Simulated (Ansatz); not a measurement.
# Titanium, hcp under revPBE: from relaxation to bulk modulus

The plan for titanium in the hcp structure: relax it, solve it on a dense k-mesh, switch on spin-orbit coupling, then scale the cell to 7 volumes from 88 to 112 % of the relaxed one and try a fit of the equation of state. The k-meshes are 12×12×7 for the relaxation; 20×20×11 for the dense run; 12×12×7 for spin-orbit coupling; 20×20×11 for the volumes. The starting cell is the deposited one, from the Crystallography Open Database.

Computed with Ansatz 0.2.0 (DFT revPBE, plane waves (420 eV) with PAW, scalar-relativistic; the PAW data stem from PBE, with regenerated cores, unless a step says otherwise).

### 1 The starting structure

Symmetry: P6_3/mmc, No. 194, hexagonal system. The conventional cell has a = 2.950 Å, b = 2.950 Å, c = 4.686 Å, α = 90.00°, β = 90.00°, γ = 120.00°. Around Ti (site symmetry -6m2) lie 12 Ti at 2.90 to 2.95 Å.

Structure file:

```xyz
2
Lattice="2.9500 0.0000 0.0000 -1.4750 2.5548 0.0000 0.0000 0.0000 4.6860" Properties=species:S:1:pos:R:3 pbc="T T T"
Ti    0.0000    1.7032    1.1715
Ti    1.4750    0.8516    3.5145
```

### 2 Relaxing cell and atoms

The input, input.yaml:

```yaml
crystal:
  lattice:
    - [2.9499978604, 0.0, 0.0]
    - [-1.4749989302, 2.5547730882, 0.0]
    - [0.0, 0.0, 4.686]
  atoms:
    - { symbol: Ti, position: [0.3333333333, 0.6666666667, 0.25] }
    - { symbol: Ti, position: [0.6666666667, 0.3333333333, 0.75] }
hamiltonian:
  xc: revpbe
  pseudopotentials:
    kind: paw
    azcp:
      Ti: "pseudopotentials/Ti.paw.azcp"
basis:
  ecutwfc: 420
  fft_grid_basis: typed
kpoints:
  mp_grid: { grid: [12, 12, 7], shift: [0, 0, 0] }
magnetization:
  spin_polarized: false
scf:
  occupations: { method: fermi_dirac, width: 0.1 }
relax:
  max_steps: 60
  f_tol: 0.01
  cell: {}
```

The log of the run, shortened:

```text
[...]
Pseudopotentials: kind: paw
Pseudopotential: Ti, paw, valence charge 12, recommended cutoff 420 eV (normal), <dir>
Functional definition: revPBE
[...]
Crystal: 2 atoms, lattice volume = 35.316 Å³
Basis set: ecut = 420 eV, 687 PW (Γ), exchange–correlation on 40×40×64 points (8 copies of the dense FFT grid, shifted against one another)
Bands: 16, of which v1, the nominal top of the filled ones, is band 12 counted from 1 (11 counted from 0)
Symmetry: 24 space group operations
Space group: P63/mmc (ITA 194), of the structure as read, at distance tolerance 3.3e-5 Å
k-points: 76 of 1008
[...]
SCF iter   1: F=—  HF=-5005.612499 eV  |F-HF|=—  |Δ(HF+E_count)|=         —  Δρ=4.37e-3  dr2=3.16e-3  ethr=1.77e-3  ⟨swp⟩=3.6  Hψ=4859  notcnv=0
[...]
relax step   1: F+E_penalty+E_count = -5005.61296685 eV  Δ(F+E_penalty+E_count) = +0.000e0 eV  max|allowed force component| = 1.480e-16 eV/Å  Δτ_max = 0.0000 Å  P = +0.766 GPa  Ω = 35.316 Å³  (6 SCF iters, dr2 threshold 1.00e-7 eV, accepted)
[...]
relax step   4: F+E_penalty+E_count = -5005.61361024 eV  Δ(F+E_penalty+E_count) = -2.225e-6 eV  max|allowed force component| = 1.480e-16 eV/Å  Δτ_max = 0.0000 Å  P = -0.005 GPa  Ω = 35.572 Å³  energy of the carried Pulay correction = -3.404e-5 eV  (6 SCF iters, dr2 threshold 6.52e-9 eV, accepted)
[...]
relax step   5: F+E_penalty+E_count = -5005.61364316 eV  Δ(F+E_penalty+E_count) = -3.291e-5 eV  max|allowed force component| = 1.480e-16 eV/Å  Δτ_max = 0.0000 Å  P = -0.007 GPa  Ω = 35.572 Å³  stress off target by 2.07e-2 GPa  SCF on the basis re-selected at this cell (its energy is not [...]
SCF converged after 6 iterations
Free energy (F): -5005.613643 eV
[...]
E sigma→0 (E₀):  -5005.574544 eV
Entropy (-TS):   -0.078198 eV (-39.099 meV/atom)
Fermi energy:    13.075403 eV
[...]
--- Forces (eV/Å), atoms counted from 1 ---
  atom   1  Ti    -0.00000000    -0.00000000     0.00000000
  atom   2  Ti    -0.00000000     0.00000000     0.00000000
[...]
--- Stress (GPa, compression-positive) ---
       -0.000384      -0.000000       0.000000
        0.000000      -0.000384       0.000000
        0.000000       0.000000      -0.020660
  P = ⅓ Tr σ = -0.0071 GPa (-0.071 kbar)
--- Band table (eV; the first three rows and the last of 76) ---
  k-point 0: bands = ["-43.8601", "-43.7361", "-20.3819", "-19.7948", "-19.7948", "-19.7269", "-19.7012", "-19.7012", "6.9536", "10.4706", "13.7722", "13.8663", "13.8663", "13.9781", "14.3483", "14.3483"]
[...]
--- Relaxed structure (4 steps of the walk, 3 accepted, 1 SCFs on fresh bases) ---
  F+E_penalty+E_count = -5005.61364316 eV   max|allowed force component| = 1.480e-16 eV/Å   (the final SCF, on the basis selected at the relaxed cell)
  cell:  # Å, volume = 35.5723 Å³
    - [2.9599311517643447, 0.0, 0.0]
    - [-1.4799655758821724, 2.5633755708808548, 0.0]
    - [0.0, 0.0, 4.688325721689214]
  atoms:
    - { symbol: Ti, position: [0.3333333333333333, 0.6666666666666666, 0.25] }
    - { symbol: Ti, position: [0.6666666666666666, 0.3333333333333333, 0.75] }
```

Run time: 16 s. Hardware: 1 thread of an x86-64 CPU, shared host; peak memory 0.56 GiB.

The walk, from the log:

```
step  energy change (meV/atom)  largest force (eV/Å)  pressure (GPa)  volume (Å³/atom)  accepted
   1                      0.00                0.0000            0.77            17.658       yes
   2                      0.17                0.0000           -0.93            17.944        no
   3                     -0.32                0.0000           -0.02            17.788       yes
   4                     -0.32                0.0000           -0.01            17.786       yes
   5                     -0.34                0.0000           -0.01            17.786       yes
```

Steps that repeat a cell are solved on a basis chosen anew, so their changes of energy are no gain of the relaxation.

The cell of the run, before and after:

|  | before | after | change |
| --- | --- | --- | --- |
| a (Å) | 2.950 | 2.960 | +0.3 % |
| b (Å) | 2.950 | 2.960 | +0.3 % |
| c (Å) | 4.686 | 4.688 | +0.0 % |
| volume (Å³/atom) | 17.658 | 17.786 | +0.7 % |
| shortest distance (Å) | 2.897 | 2.901 | +0.1 % |
| space group (spins left aside) | P6_3/mmc | P6_3/mmc | same |

### 3 Single point on a dense mesh

The input, input.yaml:

```yaml
crystal:
  lattice:
    - [2.9599311518, 0.0, 0.0]
    - [-1.4799655759, 2.5633755709, 0.0]
    - [0.0, 0.0, 4.6883257217]
  atoms:
    - { symbol: Ti, position: [0.3333333333, 0.6666666667, 0.25] }
    - { symbol: Ti, position: [0.6666666667, 0.3333333333, 0.75] }
hamiltonian:
  xc: revpbe
  pseudopotentials:
    kind: paw
    azcp:
      Ti: "pseudopotentials/Ti.paw.azcp"
basis:
  ecutwfc: 420
  fft_grid_basis: typed
kpoints:
  mp_grid: { grid: [20, 20, 11], shift: [0, 0, 0] }
magnetization:
  spin_polarized: false
scf:
  occupations: { method: fermi_dirac, width: 0.1 }
```

The log of the run, shortened:

```text
[...]
[... 3 set-up lines as earlier in the session ...]
[...]
Crystal: 2 atoms, lattice volume = 35.572 Å³
Basis set: ecut = 420 eV, 687 PW (Γ)
Bands: 16, of which v1, the nominal top of the filled ones, is band 12 counted from 1 (11 counted from 0)
[... 2 set-up lines as earlier in the session ...]
k-points: 264 of 4400
[...]
SCF iter   1: F=—  HF=-5005.613410 eV  |F-HF|=—  |Δ(HF+E_count)|=         —  Δρ=4.39e-3  dr2=3.24e-3  ethr=1.77e-3  ⟨swp⟩=4.3  Hψ=39367  notcnv=0
[...]
SCF iter   6: F=-5005.613708 eV  HF=-5005.613708 eV  |F-HF|=3.09e-11  |Δ(HF+E_count)|=   5.76e-9  Δρ=4.32e-7  dr2=1.73e-11  ethr=2.25e-11  ⟨swp⟩=1.0  Hψ=12996  notcnv=0
[...]
SCF converged after 6 iterations
Free energy (F): -5005.613708 eV
[...]
E sigma→0 (E₀):  -5005.574677 eV
Entropy (-TS):   -0.078062 eV (-39.031 meV/atom)
Fermi energy:    13.075890 eV
[...]
```

Run time: 14 s. Hardware: 1 thread of an x86-64 CPU, shared host; peak memory 0.62 GiB.

### 4 A two-component run at the same geometry

input.yaml: that of step 3 with these lines changed.

```diff
@@ -11,3 +11,3 @@
   pseudopotentials:
-    kind: paw
+    kind: paw_fr
     azcp:
@@ -18,5 +18,6 @@
 kpoints:
-  mp_grid: { grid: [20, 20, 11], shift: [0, 0, 0] }
+  mp_grid: { grid: [12, 12, 7], shift: [0, 0, 0] }
 magnetization:
-  spin_polarized: false
+  noncollinear: true
+  spin_orbit: true
 scf:
```

The log of the run, shortened:

```text
[...]
Pseudopotentials: kind: paw_fr
Pseudopotential: Ti, paw_fr, valence charge 12, recommended cutoff 420 eV (normal), <dir>
[... 1 set-up line as earlier in the session ...]
[...]
non-collinear run that drives no moment, with spin-orbit: no starting moment large enough to seed its density (crystal.atoms[].spin), no starting occupations that ask for one, no magnetisation constraint and no magnetic field, so the semilocal B_xc is pinned to zero
Crystal: 2 atoms, lattice volume = 35.572 Å³
Basis set: ecut = 420 eV, 687 PW (Γ)
Bands: 32, of which v1, the nominal top of the filled ones, is band 24 counted from 1 (23 counted from 0)
Symmetry: 24 space group operations + 24 with time reversal
Magnetic group: BNS 194.264 (UNI 1494), of the structure as read, at distance tolerance 3.3e-5 Å
k-points: 76 of 1008
Projection manifold: j_resolved (fully-relativistic pseudo-atomic orbitals)
[...]
SCF iter   1: F=—  HF=-5006.121346 eV  |F-HF|=—  |Δ(HF+E_count)|=         —  Δρ=5.59e-2  dr2=1.20e0  dr2_m=0.00e0 (ungated)  ethr=3.10e-3  |M|=0.00e0 ∫|m|=0.00e0 μB  |m|>n=0.0e0 m-floor=0.0e0 τ_xc=0.0e0  β_m=0.30  ⟨swp⟩=4.9  Hψ=5871  notcnv=0
[...]
SCF iter   7: F=-5005.753322 eV  HF=-5005.753322 eV  |F-HF|=5.06e-9  |Δ(HF+E_count)|=   3.84e-7  Δρ=5.03e-6  dr2=8.20e-9  dr2_m=0.00e0 (ungated)  ethr=4.17e-10  |M|=0.00e0 ∫|m|=0.00e0 μB  |m|>n=0.0e0 m-floor=0.0e0 τ_xc=0.0e0  ⟨swp⟩=1.0  Hψ=4063  notcnv=0
[...]
SCF converged after 7 iterations
Magnetization: |M| = 0.0000 μB,  M = (+0.0000, +0.0000, +0.0000) μB
Absolute magnetization: 0.0000 μB (∫|m|)
  site 0: m = (+0.0000, +0.0000, +0.0000) μB, |m| = 0.0000 μB  (R = 1.20 Å)
  site 1: m = (+0.0000, +0.0000, +0.0000) μB, |m| = 0.0000 μB  (R = 1.20 Å)
Free energy (F): -5005.753322 eV
[...]
E sigma→0 (E₀):  -5005.714214 eV
Entropy (-TS):   -0.078217 eV (-39.109 meV/atom)
Fermi energy:    13.075409 eV
[...]
```

It took 17 s on 1 thread of an x86-64 CPU, shared host; peak memory 0.57 GiB.

Side by side:

```
                          scalar-relativistic      with spin-orbit coupling
         k-mesh                      20×20×11                       12×12×7
gap on the mesh  none (levels filled in part)  none (levels filled in part)
```

The meshes differ, so small differences between the columns need not come from spin-orbit coupling.

### 5 Equation of state: 88 %

The input, input.yaml:

```yaml
crystal:
  lattice:
    - [2.8364545792, 0.0, 0.0]
    - [-1.4182272896, 2.4564417223, 0.0]
    - [0.0, 0.0, 4.4927473919]
  atoms:
    - { symbol: Ti, position: [0.3333333333, 0.6666666667, 0.25] }
    - { symbol: Ti, position: [0.6666666667, 0.3333333333, 0.75] }
hamiltonian:
  xc: revpbe
  pseudopotentials:
    kind: paw
    azcp:
      Ti: "pseudopotentials/Ti.paw.azcp"
basis:
  ecutwfc: 420
  fft_grid_basis: typed
kpoints:
  mp_grid: { grid: [20, 20, 11], shift: [0, 0, 0] }
magnetization:
  spin_polarized: false
scf:
  occupations: { method: fermi_dirac, width: 0.1 }
output:
  stress: true
```

The log of the run, shortened:

```text
[...]
[... 3 set-up lines as earlier in the session ...]
[...]
Crystal: 2 atoms, lattice volume = 31.304 Å³
Basis set: ecut = 420 eV, 615 PW (Γ)
Bands: 16, of which v1, the nominal top of the filled ones, is band 12 counted from 1 (11 counted from 0)
[... 1 set-up line as earlier in the session ...]
Space group: P63/mmc (ITA 194), of the structure as read, at distance tolerance 3.2e-5 Å
k-points: 264 of 4400
[...]
SCF iter   1: F=—  HF=-5005.407957 eV  |F-HF|=—  |Δ(HF+E_count)|=         —  Δρ=5.26e-3  dr2=3.74e-3  ethr=1.77e-3  ⟨swp⟩=3.5  Hψ=16970  notcnv=0
[...]
SCF iter   6: F=-5005.408295 eV  HF=-5005.408295 eV  |F-HF|=1.29e-10  |Δ(HF+E_count)|=   1.17e-8  Δρ=1.03e-6  dr2=9.09e-11  ethr=8.34e-11  ⟨swp⟩=1.3  Hψ=13590  notcnv=0
[...]
SCF converged after 6 iterations
Free energy (F): -5005.408295 eV
[...]
E sigma→0 (E₀):  -5005.374463 eV
Entropy (-TS):   -0.067663 eV (-33.832 meV/atom)
Fermi energy:    15.163364 eV
[...]
--- Stress (GPa, compression-positive) ---
       16.889742       0.000000       0.000000
        0.000000      16.889742       0.000000
        0.000000       0.000000      17.208737
  P = ⅓ Tr σ = 16.9961 GPa (169.961 kbar)
```

Run time: 8.3 s. Hardware: 1 thread of an x86-64 CPU, shared host; peak memory 0.59 GiB.

(Part 1 of 2 ends here.)
